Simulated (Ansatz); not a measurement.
GaP in the zincblende structure, relaxed with r2SCAN, was run in the plane-wave code Ansatz under altered settings. All numbers are computed, without spin polarisation but where a row says otherwise.

```yaml
crystal:
  lattice:
    - [0.00000, 2.72540, 2.72540]
    - [2.72540, 0.00000, 2.72540]
    - [2.72540, 2.72540, 0.00000]
  atoms:
    - { symbol: Ga, position: [0.00000, 0.00000, 0.00000] }
    - { symbol: P, position: [0.25000, 0.25000, 0.25000] }
```

The base run's other keys:
```yaml
kpoints:
  mp_grid: { grid: [4, 4, 4] }
hamiltonian:
  xc: hse06
scf:
  occupations: { method: fixed }
  n_extra_bands: 4
```

It takes 14 iterations with 749 plane waves at 420 eV and 8 k points, and leaves a mean stress of +1.13 GPa. The gap over this mesh is 2.305 eV. It ran on 4 threads of Arm Neoverse N1 (shared host).

Outcomes, with energy and stress as changes against the base:
```
                                  setting    outcome  ΔF (meV/atom)  Δ mean stress (GPa)  gap on the mesh (eV)  iterations  wall time
PBE hybrid, exx coeff 0.05, omega 0.1 1/Å  converged              –                 +1.4                 1.820          10      6.2 s
        scf.exx.singularity: wigner_seitz  converged            0.0                  0.0                 2.305          14        7 s
 PBE hybrid, exx coeff 0.5, omega 0.1 1/Å  converged              –                 -1.9                 3.655          15        8 s
    PBE hybrid, exx coeff 0.1, unscreened  converged              –                 +0.9                 2.167          11      6.2 s
          scf.mixing.preconditioner: none  converged            0.0                  0.0                 2.305          14        7 s
```
A dash marks a value that wasn't obtained or can't be compared. Stress is positive in compression. The base took 6.9 s.

- PBE hybrid, exx coeff 0.05, omega 0.1 1/Å. That is 5 % exact exchange, screened with ω = 0.1 1/Å, against HSE06's 25 % screened at 0.208 1/Å. The mean stress moves by +1.4 GPa and the gap on the mesh by -0.484 eV (to 1.820). Totals of different functionals aren't comparable. The program warns that on this mesh the truncation of the exchange isn't bounded, so part of the change can be an error of the mesh.
- PBE hybrid, exx coeff 0.5, omega 0.1 1/Å. That is 50 % exact exchange, screened with ω = 0.1 1/Å, against HSE06's 25 % screened at 0.208 1/Å. The mean stress moves by -1.9 GPa and the gap on the mesh by +1.350 eV (to 3.655). Totals of different functionals aren't comparable. The program warns that on this mesh the truncation of the exchange isn't bounded, so part of the change can be an error of the mesh.
- PBE hybrid, exx coeff 0.1, unscreened. That is 10 % exact exchange, at all ranges, against HSE06's 25 % screened at 0.208 1/Å. The mean stress moves by +0.9 GPa and the gap on the mesh by -0.138 eV (to 2.167). Totals of different functionals aren't comparable.

Within 1 meV an atom, 0.1 GPa and 0.005 eV of the base stay: scf.exx.singularity: wigner_seitz; scf.mixing.preconditioner: none.

The runs are scalar-relativistic, without spin-orbit coupling.

The stress of a hybrid is loosely converged in these runs.

The meshes of the hybrids are coarse, so their gaps aren't converged to the digits shown.
